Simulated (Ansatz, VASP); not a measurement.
# SiC: VASP beside Ansatz

```
Si C
1.0
     0.00000    2.18986    2.18986
     2.18986    0.00000    2.18986
     2.18986    2.18986    0.00000
Si C
1 1
Direct
  0.00000 0.00000 0.00000
  0.75000 0.75000 0.75000
```

Alike in both runs: functional PBE; k mesh 12 × 12 × 12; occupations gaussian, width 0.02 eV; no spin polarisation.

Ansatz relaxed the structure, and its values are those at the end. VASP's run is a single point on that final structure, the one shown.

|  | VASP | Ansatz |
| --- | --- | --- |
| version | VASP 6.6.1 | Ansatz 0.2.0 |
| potentials or method | VASP PAW PBE potentials, release 64 (Si, C) | scalar-relativistic, plane waves, PAW |
| plane-wave cutoff (eV) | 520 | 520 |
| valence electrons in the cell | 8 | 8 |

```tsv
	VASP	Ansatz	Ansatz less VASP
gap on the k mesh at the Fermi level (eV)	1.37	1.37	+0.002
least direct gap on the mesh (eV)	4.53	4.53	+0.003
pressure (GPa)	0.0	0.0	+0.05
```

The functional is the same, so the differences come from potentials, cutoffs and numerics.

A k mesh can miss the band edges.
